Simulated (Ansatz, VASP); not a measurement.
# Pb: VASP beside Ansatz

File INCAR:

```
SYSTEM = Pb
PREC = Accurate ; ENCUT = 520
EDIFF = 1E-6 ; ISMEAR = 0
SIGMA = 0.027000000000000003 ; LREAL = .False.
LASPH = .True. ; NELM = 100
ALGO = Normal ; ISIF = 2
LWAVE = .False. ; LCHARG = .False.
GGA = PE
```

The input KPOINTS:

```
Automatic mesh
0
Gamma
  9 9 9
  0 0 0
```

POSCAR

```
Pb
1.0
    0.0000000000      2.4750200000      2.4750200000
    2.4750200000      0.0000000000      2.4750200000
    2.4750200000      2.4750200000      0.0000000000
Pb
1
Direct
    0.0000000000      0.0000000000      0.0000000000
```

The input input.yaml:

```yaml
crystal:
  lattice:
    - [0.0, 2.47502, 2.47502]
    - [2.47502, 0.0, 2.47502]
    - [2.47502, 2.47502, 0.0]
  atoms:
    - { symbol: Pb, position: [0.0, 0.0, 0.0] }
hamiltonian:
  xc: pbe
  pseudopotentials: { kind: paw }
kpoints:
  mp_grid: { grid: [9, 9, 9] }
scf:
  occupations: { method: gaussian, width: 0.027 }
output:
  forces: true
  stress: true
  eigenvalues: true
```

Alike in both runs: task single point; functional PBE; k mesh 9 × 9 × 9; occupations gaussian, width 0.027 eV; no spin polarisation.

|  | VASP | Ansatz |
| --- | --- | --- |
| version | VASP 6.6.1 | Ansatz 0.2.0 |
| potentials or method | VASP PAW PBE potentials, release 64 (Pb_d) | Ansatz PAW |
| plane-wave cutoff (eV) | 520 | 420 |
| valence electrons in the cell | 14 | 14 |

```csv
,VASP,Ansatz,Ansatz less VASP
gap on the k mesh at the Fermi level (eV),none,none,-
pressure (GPa),2.2,2.2,+0.08
```

A gap of «none» marks a metal or a gap that the smearing closes. The functional is the same, so the differences come from potentials, cutoffs and numerics.

Spin-orbit coupling is left out, which matters for the levels of Pb.
